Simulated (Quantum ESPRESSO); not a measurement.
## Ge under changes of volume

One of the cells (19.607 Å³/atom); the others are scaled copies at fixed shape and fractional positions:

```xyz
1
Lattice="1.3971 -2.6005 0.0000 1.3971 2.6005 0.0000 0.0000 0.0000 2.6982" Properties=species:S:1:pos:R:3 pbc="T T T"
Ge    1.3971    0.0000    0.0000
```

This isn't the form of Ge at room conditions, which is diamond.

```yaml
Program: Quantum ESPRESSO 7.5
Functional: PBEsol
Potentials_or_basis: GBRV 1.5 PBEsol
Cutoff: 612 eV
Density_cutoff: 4898 eV
k_mesh: 11 × 11 × 10
Occupations: fermi-dirac, width 0.05 eV
Spin: no spin polarisation
```

```csv
volume (Å³/atom),energy over the lowest point (meV/atom),pressure (GPa)
18.431,0.00,-0.2
18.823,1.88,-1.7
19.215,7.34,-3.1
19.607,15.97,-4.3
19.999,27.43,-5.3
20.391,41.39,-6.3
20.783,?,?
```

Task: What does the run at 20.783 Å³/atom give?

Result: Energy over the lowest point 57.58 meV/atom; pressure -7.2 GPa.

Worked out: A Birch-Murnaghan fit of order 3 (a polynomial in V^(-2/3)) to the other rows has its minimum at 18.44 Å³/atom with B0 = V·E''(V) = 77 GPa and B' = 4.6 at fixed shape and positions, which overstates the stiffness. It gives 57.58 meV/atom at 20.783 Å³/atom, against the run's 57.58, and -dE/dV = -7.0 GPa, against -7.2.

Energies are extrapolated to zero smearing.
